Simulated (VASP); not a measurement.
Input of a VASP 6.6.1 run:

Contents of INCAR:

```
PREC = Accurate
ENCUT = 600
EDIFF = 1E-6
ISMEAR = -1
SIGMA = 0.05
LREAL = False
LASPH = True
NELM = 100
ALGO = Fast
ISIF = 3
LWAVE = False
LCHARG = False
GGA = PE
IBRION = 2
NSW = 80
EDIFFG = -0.03
PSTRESS = 50.0
```

KPOINTS

```
Automatic mesh
0
Gamma
  8 8 8
```

File POSCAR:

```
Br
1.0
    1.8700000000      1.8700000000      1.8700000000
   -1.8700000000      1.8700000000      1.8700000000
   -1.8700000000     -1.8700000000      1.8700000000
Br
1
Direct
    0.0000000000      0.0000000000      0.0000000000
```

Potentials or basis: VASP PAW PBE potentials, release 64 (Br).

Command:

```console
$ cat potpaw_PBE.64/Br/POTCAR > POTCAR
$ mpirun -np 1 vasp_std > vasp.out
```

Question: What does it give for the relaxed cell?

Answer: a = 3.133 Å, b = 3.133 Å, c = 3.133 Å, α = 70.53°, β = 109.47°, γ = 70.53°.

Question: Estimate the space group after relaxing (to 0.05 Å).

Answer: Im-3m (No. 229).

Question: What does it give for the relaxed volume?

Answer: 23.68 Å³/atom.

Question: Estimate the band gap on the k mesh.

Answer: None (metal or under the smearing width).

Final structure:
```xyz
1
Lattice="1.8090 1.8090 1.8090 -1.8090 1.8090 1.8090 -1.8090 -1.8090 1.8090" Properties=species:S:1:pos:R:3 pbc="T T T"
Br    0.0000    0.0000    0.0000
```

Caveat: the cell is relaxed towards a set pressure, so the enthalpy falls and the energy may rise; an odd number of electrons without spin polarisation forces a metal; a magnetic or distorted state may lie lower.
